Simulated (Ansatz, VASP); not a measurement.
# One calculation of Be2C, two programs

```xyz
3
Lattice="0.0000 2.1605 2.1605 2.1605 0.0000 2.1605 2.1605 2.1605 0.0000" Properties=species:S:1:pos:R:3 pbc="T T T"
C     0.0000    0.0000    0.0000
Be    1.0802    1.0802    1.0802
Be    3.2407    3.2407    3.2407
```

The cell was built by a generator and needn't be a form met in nature.

Alike in both runs: task single point; functional PBE; k mesh 8 × 8 × 8; no spin polarisation.

|  | VASP | Ansatz |
| --- | --- | --- |
| version | VASP 6.6.1 | Ansatz 0.2.0 |
| potentials or method | VASP PAW PBE potentials, release 64 (C, Be) | plane waves, PAW |
| plane-wave cutoff (eV) | 520 | 420 |
| occupations | gaussian, width 0.01 eV | fixed |
| valence electrons in the cell | 8 | 8 |

Ansatz gave:

| Quantity | Value |
| --- | --- |
| gap on the k mesh at the Fermi level (eV) | 1.17 |
| pressure (GPa) | 1.0 |

Task: Estimate VASP's values.

Result: gap on the k mesh at the Fermi level (eV): 1.16; pressure (GPa): 1.4.

A k mesh can miss the band edges.
